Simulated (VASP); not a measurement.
# TaAs (I4_1md) in VASP: single point with PBE

Aim: the single point of TaAs with PBE.

Program: VASP 6.6.1. These are calculated values, not measurements. Logs are shortened: lines on timing, memory, paths and dates and some standing lists are left out, and cuts for length are marked.

## 1. Starting point

The structure is tetragonal, space group I4_1md (No. 109). Conventional cell: a = 3.444 Å, b = 3.444 Å, c = 11.736 Å, α = 90.00°, β = 90.00°, γ = 90.00°. Ta (site symmetry 2mm) has 6 As at 2.61 to 2.62 Å as nearest neighbours. As (site symmetry 2mm) has 6 Ta at 2.61 to 2.62 Å as nearest neighbours.

The cell is a database's computed one.

## 2. Single point, PBE

INCAR reads:

```
  PREC = Accurate
  ENCUT = 520
  EDIFF = 1E-6
  ISMEAR = -1
  SIGMA = 0.15
  LREAL = False
  LASPH = True
  NELM = 100
  ALGO = Fast
  ISIF = 2
  LWAVE = False
  LCHARG = True
  GGA = PE
  LELF = True
  LVHAR = True
  NBANDS = 24
```

KPOINTS reads:

```
regular mesh
0
Gamma
  12 12 12
```

POSCAR reads:

```
TaAs
1.0
   -1.7218133600      1.7218133600      5.8679415400
    1.7218133600     -1.7218133600      5.8679415400
    1.7218133600      1.7218133600     -5.8679415400
Ta As
2 2
Direct
    0.4999673000      0.9999673000      0.5000000000
    0.7499673000      0.7499673000      0.0000000000
    0.0826321200      0.5826321200      0.5000000000
    0.3326321200      0.3326321200      0.0000000000
```

Potentials or basis: VASP PAW PBE potentials, release 64 (Ta_pv, As).

The run is started by

```sh
> cat potpaw_PBE.64/Ta_pv/POTCAR potpaw_PBE.64/As/POTCAR > POTCAR
> mpirun -np 1 vasp_std > vasp.out
```

OUTCAR:

```text
PREC = Accurate
   ENCUT = 520
   EDIFF = 1E-6
   ISMEAR = -1
   LREAL = False
   LASPH = True
   NELM = 100
   ISIF = 2
   GGA = PE

 ion  position               nearest neighbor table
   1  0.500  1.000  0.500-   4 2.61   4 2.61   3 2.62   3 2.62   3 2.62   3 2.62   2 3.40   2 3.40
                             2 3.40   2 3.40
   2  0.750  0.750  0.000-   3 2.61   3 2.61   4 2.62   4 2.62   4 2.62   4 2.62   1 3.40   1 3.40
                             1 3.40   1 3.40
   3  0.083  0.583  0.500-   2 2.61   2 2.61   1 2.62   1 2.62   1 2.62   1 2.62
   4  0.333  0.333  0.000-   1 2.61   1 2.61   2 2.62   2 2.62   2 2.62   2 2.62

  LATTYP: Found a body centered tetragonal cell.
 ALAT       =     3.4436267200
 C/A-ratio  =     3.4080009345

  Lattice vectors:

 A1 = (  -1.7218133600,   1.7218133600,   5.8679415400)
 A2 = (   1.7218133600,  -1.7218133600,   5.8679415400)
 A3 = (   1.7218133600,   1.7218133600,  -5.8679415400)

Analysis of symmetry for initial positions (statically):
=====================================================================
 Subroutine PRICEL returns:
 Original cell was already a primitive cell.

 Routine SETGRP: Setting up the symmetry group for a
 body centered tetragonal supercell.

 Subroutine GETGRP returns: Found  8 space group operations
 (whereof  4 operations were pure point group operations)
 out of a pool of 16 trial point group operations.

The static configuration has the point symmetry C_2v.
 The point group associated with its full space group is C_4v.

Analysis of symmetry for dynamics (positions and initial velocities):
=====================================================================
 Subroutine PRICEL returns:
 Original cell was already a primitive cell.

 Routine SETGRP: Setting up the symmetry group for a
 body centered tetragonal supercell.

 Subroutine GETGRP returns: Found  8 space group operations
 (whereof  4 operations were pure point group operations)
 out of a pool of 16 trial point group operations.

The dynamic configuration has the point symmetry C_2v.
 The point group associated with its full space group is C_4v.

 Subroutine INISYM returns: Found  8 space group operations
 (whereof  4 operations are pure point group operations),
 and found     1 'primitive' translations

----------------------------------------------------------------------------------------

                                     Primitive cell

  volume of cell :      69.5854

  direct lattice vectors                    reciprocal lattice vectors
    -1.721813360  1.721813360  5.867941540     0.000000000  0.290391521  0.085208756
     1.721813360 -1.721813360  5.867941540     0.290391521  0.000000000  0.085208756
     1.721813360  1.721813360 -5.867941540     0.290391521  0.290391521  0.000000000

  length of vectors
     6.353111081  6.353111081  6.353111081     0.302634710  0.302634710  0.410675627

  position of ions in fractional coordinates (direct lattice)
     0.499967300  0.999967300  0.500000000
     0.749967300  0.749967300  0.000000000
     0.082632120  0.582632120  0.500000000
     0.332632120  0.332632120  0.000000000

  ion indices of the primitive-cell ions
   primitive index   ion index
                 1           1
                 2           2
                 3           3
                 4           4

----------------------------------------------------------------------------------------

 KPOINTS: regular mesh

Automatic generation of k-mesh.
 Grid dimensions read from file:
 generate k-points for:   12   12   12

 Generating k-lattice:

  Cartesian coordinates                     Fractional coordinates (reciprocal lattice)
     0.000000000  0.024199293  0.007100730     0.083333333  0.000000000  0.000000000
     0.024199293  0.000000000  0.007100730     0.000000000  0.083333333  0.000000000
     0.024199293  0.024199293  0.000000000     0.000000000  0.000000000  0.083333333

  Length of vectors
     0.025219559  0.025219559  0.034222969

  Shift w.r.t. Gamma in fractional coordinates (k-lattice)
     0.000000000  0.000000000  0.000000000

 Subroutine IBZKPT returns following result:
 ===========================================

 Found    163 irreducible k-points:

 Following reciprocal coordinates:
            Coordinates               Weight
  0.000000  0.000000  0.000000      1.000000
  0.083333  0.000000 -0.000000      8.000000
  0.166667  0.000000 -0.000000      8.000000
  0.250000  0.000000 -0.000000      8.000000
  0.333333  0.000000  0.000000      8.000000
  0.416667  0.000000  0.000000      8.000000
[... 16 lines left out ...]
  0.500000  0.166667  0.000000     16.000000
 -0.416667  0.166667  0.000000     16.000000
 [... further k-points ...]
   k-points           NKPTS =    163   k-points in BZ     NKDIM =    163   number of bands    NBANDS=     24
   number of dos      NEDOS =    301   number of ions     NIONS =      4
   total plane-waves  NPLWV = 110592
   dimension x,y,z NGX =    48 NGY =   48 NGZ =   48
   dimension x,y,z NGXF=    96 NGYF=   96 NGZF=   96
   ions per type =               2   2
   NGX,Y,Z   is equivalent  to a cutoff of  12.56, 12.56, 12.56 a.u.
   NGXF,Y,Z  is equivalent  to a cutoff of  25.12, 25.12, 25.12 a.u.
 SYSTEM =  unknown system
   PREC   = accura    normal or accurate (medium, high low for compatibility)
   ISTART =      0    job   : 0-new  1-cont  2-samecut
   ICHARG =      2    charge: 1-file 2-atom 10-const
   ISPIN  =      1    spin polarized calculation?
   LNONCOLLINEAR =      F non collinear calculations
   LSORBIT =      F    spin-orbit coupling
   LASPH  =      T    aspherical Exc in radial PAW
   ENCUT  =  520.0 eV  38.22 Ry    6.18 a.u.  11.81 11.81 11.81*2*pi/ulx,y,z
   NELM   =    100;   NELMIN=  2; NELMDL= -5     # of ELM steps
   EDIFF  = 0.1E-05   stopping-criterion for ELM
   LREAL  =      F    real-space projection
   EDIFFG = 0.1E-04   stopping-criterion for IOM
   NSW    =      0    number of steps for IOM
   IBRION =     -1    ionic relax: 0-MD 1-quasi-New 2-CG
   NFREE  =      0    steps in history (QN), initial steepest desc. (CG)
   ISIF   =      2    stress and relaxation
   ISYM   =      2    0-nonsym 1-usesym 2-fastsym
   POTIM  = 0.5000    time-step for ionic-motion
   TEBEG  =    0.0;   TEEND  =   0.0 temperature during run
   PSTRESS=    0.0 pullay stress
   NELECT =      32.0000    total number of electrons
   NUPDOWN=      -1.0000    fix difference up-down
   EMIN   =  10.00;   EMAX   =-10.00  energy-range for DOS
   EFERMI =   0.00;   METHOD = LEGACY
   ISMEAR =    -1;   SIGMA  =   0.15  broadening in eV -4-tet -1-fermi 0-gaus
   EFERMI_NEDOS =   21; number of points for ismear=-14 and -15
   IALGO  =     68    algorithm
   IMIX   =      4    mixing-type and parameters
     AMIX     =   0.40;   BMIX     =  1.00
     AMIX_MAG =   1.60;   BMIX_MAG =  1.00
  volume/ion in A,a.u.               =      17.40       117.40
  Fermi-wavevector in a.u.,A,eV,Ry     =   1.263627  2.387909 21.725142  1.596753
  Thomas-Fermi vector in A             =   2.396974
   LORBIT       =      0    0 simple, 1 ext, 2 COOP (PROOUT), +10 PAW based schemes
   GGA     = PE    functional components
   LHFCALC =     F    Hartree Fock is set to
   AEXX    =    0.0000 exact exchange contribution
   IVDW    =     0    specifies the selected vdW correction
   LEPSILON=     F    determine dielectric tensor
   LRPA    =     F    only Hartree local field effects (RPA)
 non-spin polarized calculation
 RMM-DIIS sequential band-by-band and
  energy-cutoff  :      520.00
  volume of cell :       69.59
 maximum number of plane-waves:      1900
   NGX = 23   NGY = 23   NGZ = 23

 number of electron      32.0000002 magnetization

 Free energy of the ion-electron system (eV)
  ---------------------------------------------------
  ext. energy  EPLUGINS =         0.00000000
  ---------------------------------------------------
  free energy    TOTEN  =       -35.12975590 eV

  energy without entropy =      -35.06883957  energy(sigma->0) =      -35.09929773

 E-fermi :   6.9322     XC(G=0): -11.9085

 val. band max:        6.9095153935   @ k =  -0.1667   0.5000   0.1667
 cond. band min:       6.9881853740   @ k =  -0.2500   0.2500   0.2500
 fundamental gap:      0.0786699806
 Fermi energy:         6.9321682212

 k-point     1 :       0.0000    0.0000    0.0000
  band No.  band energies     occupation
      1     -28.0031      2.00000
      2     -27.9584      2.00000
      3     -27.9584      2.00000
      4     -27.8121      2.00000
      5     -27.8121      2.00000
      6     -27.7668      2.00000
[... 16 lines left out ...]
     23      11.0747      0.00000
     24      11.2664      0.00000

 k-point     2 :       0.0833    0.0000   -0.0000
  band No.  band energies     occupation
      1     -28.0005      2.00000
      2     -27.9680      2.00000
      3     -27.9574      2.00000
      4     -27.8227      2.00000
      5     -27.8109      2.00000
      6     -27.7677      2.00000
[... 16 lines left out ...]
     23      10.7286      0.00000
     24      11.8334      0.00000

 k-point     3 :       0.1667    0.0000   -0.0000
  band No.  band energies     occupation
      1     -28.0093      2.00000
      2     -27.9780      2.00000
      3     -27.9547      2.00000
      4     -27.8503      2.00000
      5     -27.8076      2.00000
      6     -27.7716      2.00000
[... 16 lines left out ...]
     23      11.1316      0.00000
     24      12.5946      0.00000

 k-point     4 :       0.2500    0.0000   -0.0000
  band No.  band energies     occupation
      1     -28.0470      2.00000
      2     -27.9656      2.00000
      3     -27.9510      2.00000
      4     -27.8852      2.00000
      5     -27.8031      2.00000
      6     -27.7793      2.00000
[... 16 lines left out ...]
     23      11.4837      0.00000
     24      13.0746      0.00000

 k-point     5 :       0.3333    0.0000    0.0000
  band No.  band energies     occupation
      1     -28.0873      2.00000
      2     -27.9559      2.00000
      3     -27.9472      2.00000
      4     -27.9113      2.00000
      5     -27.7986      2.00000
      6     -27.7899      2.00000
[... 16 lines left out ...]
     23      11.4553      0.00000
     24      13.1719      0.00000

 k-point     6 :       0.4167    0.0000    0.0000
  band No.  band energies     occupation
      1     -28.1170      2.00000
      2     -27.9655      2.00000
      3     -27.9444      2.00000
      4     -27.9107      2.00000
      5     -27.8002      2.00000
      6     -27.7953      2.00000
[... 16 lines left out ...]
     23      11.8101      0.00000
     24      13.2058      0.00000
[... 379 lines left out ...]
 k-point    21 :       0.3333    0.1667   -0.0000
  band No.  band energies     occupation
      1     -28.0819      2.00000
      2     -27.9916      2.00000
      3     -27.9387      2.00000
      4     -27.8985      2.00000
      5     -27.8356      2.00000
      6     -27.7981      2.00000
[... 16 lines left out ...]
     23      11.6852      0.00000
     24      12.4672      0.00000

 k-point    22 :       0.4167    0.1667    0.0000
  band No.  band energies     occupation
      1     -28.1110      2.00000
      2     -27.9885      2.00000
      3     -27.9544      2.00000
      4     -27.8951      2.00000
      5     -27.8335      2.00000
      6     -27.8031      2.00000
[... 16 lines left out ...]
     23      11.5164      0.00000
     24      12.3858      0.00000

 k-point    23 :       0.5000    0.1667    0.0000
  band No.  band energies     occupation
      1     -28.1214      2.00000
      2     -27.9874      2.00000
      3     -27.9620      2.00000
      4     -27.8967      2.00000
      5     -27.8324      2.00000
      6     -27.8006      2.00000
[... 16 lines left out ...]
     23      11.2309      0.00000
     24      12.6694      0.00000

 k-point    24 :      -0.4167    0.1667    0.0000
  band No.  band energies     occupation
      1     -28.1105      2.00000
      2     -27.9880      2.00000
      3     -27.9552      2.00000
      4     -27.9071      2.00000
      5     -27.8328      2.00000
      6     -27.7917      2.00000
[... 16 lines left out ...]
     23      11.2666      0.00000
     24      13.2034      0.00000

 [... further k-points ...]

------------------------ aborting loop because EDIFF is reached ----------------------------------------

  FORCE on cell =-STRESS in cart. coord.  units (eV):
  Direction    XX          YY          ZZ          XY          YZ          ZX
  --------------------------------------------------------------------------------------
  -------------------------------------------------------------------------------------
  Total        1.3373725      1.3373725      0.8098734      0.0000000      0.0000000      0.0000000
  in kB       30.7925066     30.7925066     18.6470358      0.0000000      0.0000000      0.0000000
  external PRESSURE =      26.7440163 kB  Pullay stress =       0.0000000 kB

 VOLUME and BASIS-vectors are now :
 -----------------------------------------------------------------------------
  energy-cutoff  :      520.00
  volume of cell :       69.59
      direct lattice vectors                 reciprocal lattice vectors
    -1.721813360  1.721813360  5.867941540     0.000000000  0.290391521  0.085208756
     1.721813360 -1.721813360  5.867941540     0.290391521  0.000000000  0.085208756
     1.721813360  1.721813360 -5.867941540     0.290391521  0.290391521  0.000000000

 POSITION                                       TOTAL-FORCE (eV/Angst)
 -----------------------------------------------------------------------------------
      1.72181     -0.00000      5.86756         0.000000      0.000000      0.024298
      0.00000      0.00000      8.80153         0.000000      0.000000      0.024298
      1.72181      0.00000      0.96976         0.000000     -0.000000     -0.024298
      0.00000      0.00000      3.90373        -0.000000      0.000000     -0.024298
 -----------------------------------------------------------------------------------
    total drift:                                0.000000      0.000000      0.000198

  FREE ENERGIE OF THE ION-ELECTRON SYSTEM (eV)
  ---------------------------------------------------
  free  energy   TOTEN  =       -35.1297559015 eV

  energy  without entropy=      -35.0688395650  energy(sigma->0) =      -35.09929773
```

It took 14 min on 1 thread of AMD EPYC 7R13 (Zen 3), shared host; peak memory 0.46 GiB.

Results:

```yaml
Free_energy: -35.1298 eV
Pressure: 2.7 GPa
Largest_force: 0.024 eV/Å
Band_gap_on_the_k_mesh: none (metal or under the smearing width)
```

Forces on the atoms (eV/Å):
```
Ta   0.000  0.000  0.024
Ta   0.000  0.000  0.024
As   0.000  0.000 -0.024
As   0.000  0.000 -0.024
```

Spin-orbit coupling is left out, which matters for the levels of Ta.
